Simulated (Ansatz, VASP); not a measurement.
# Sn in VASP and in Ansatz

File INCAR:

```
ALGO = Normal
EDIFF = 1E-7
ENCUT = 520
GGA = CA
ISIF = 2
ISMEAR = 0
LASPH = T
LCHARG = T
LELF = T
LREAL = F
LVHAR = T
LWAVE = F
NBANDS = 21
NELM = 100
PREC = Accurate
SIGMA = 0.15
```

KPOINTS

```
k-points
0
Gamma
  18 18 18
```

POSCAR

```
Sn
1.0
   -2.7667780984      2.7667780984      1.8060009511
    2.7667780984     -2.7667780984      1.8060009511
    2.7667780984      2.7667780984     -1.8060009511
Sn
2
Direct
    0.7500000000      0.2500000000      0.5000000000
    0.0000000000      0.0000000000      0.0000000000
```

Input for Ansatz:

```yaml
crystal:
  lattice:
    - [-2.7667780984, 2.7667780984, 1.8060009511]
    - [2.7667780984, -2.7667780984, 1.8060009511]
    - [2.7667780984, 2.7667780984, -1.8060009511]
  atoms:
    - { symbol: Sn, position: [0.75, 0.25, 0.5] }
    - { symbol: Sn, position: [0.0, 0.0, 0.0] }
basis:
  ecutwfc: 420
kpoints:
  mp_grid: { grid: [18, 18, 18] }
hamiltonian:
  xc: lda
scf:
  occupations: { method: gaussian, width: 0.15 }
output:
  forces: true
  stress: true
  eigenvalues: true
```

Alike in both runs: task single point; functional LDA; k mesh 18 × 18 × 18; occupations gaussian, width 0.15 eV; no spin polarisation.

```csv
,VASP,Ansatz
version,VASP 6.6.1,Ansatz 0.2.0
potentials or method,"VASP PAW LDA potentials, release 64 (Sn_d)","scalar-relativistic, plane waves, PAW"
plane-wave cutoff (eV),520,420
valence electrons in the cell,28,28
```

```csv
,VASP,Ansatz,Ansatz less VASP
gap on the k mesh at the Fermi level (eV),none,none,-
pressure (GPa),-0.7,-0.6,+0.02
largest component of the traceless stress (GPa),4.09,4.05,-0.039
```

A gap of «none» marks a metal or a gap that the smearing closes.
